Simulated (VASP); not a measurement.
A run of VASP 6.6.1:

The input INCAR:

```
PREC = Accurate
ENCUT = 520
EDIFF = 1E-6
ISMEAR = 0
SIGMA = 0.1
LREAL = False
LASPH = True
NELM = 120
ALGO = Normal
ISIF = 3
LWAVE = False
LCHARG = False
GGA = PE
IBRION = 2
NSW = 90
EDIFFG = -0.01
KPAR = 4
```

The input KPOINTS:

```
Automatic mesh
0
Gamma
  10 10 10
```

POSCAR

```
Ga3Sb
1.0
   -2.2470000000      2.2470000000      4.4660000000
    2.2470000000     -2.2470000000      4.4660000000
    2.2470000000      2.2470000000     -4.4660000000
Ga Sb
3 1
Direct
    0.7500000000      0.2500000000      0.5000000000
    0.2500000000      0.7500000000      0.5000000000
    0.5000000000      0.5000000000      0.0000000000
    0.0000000000      0.0000000000      0.0000000000
```

Potentials or basis: VASP PAW PBE potentials, release 64 (Ga_d, Sb).

Run with:

```bash
$ cat potpaw_PBE.64/Ga_d/POTCAR potpaw_PBE.64/Sb/POTCAR > POTCAR
$ mpirun -np 4 vasp_std > vasp.out
```

Hardware: 4 MPI ranks on Intel(R) Xeon(R) Platinum 8488C (Sapphire Rapids), with other jobs on the host.

Task: How long does it take, and how much memory?

Result: Run time: 4.6 min on 4 MPI ranks on Intel(R) Xeon(R) Platinum 8488C (Sapphire Rapids), on a shared host, peak memory 0.42 GiB a rank. Counts: scf iterations 47, k points 102, ion steps 7.
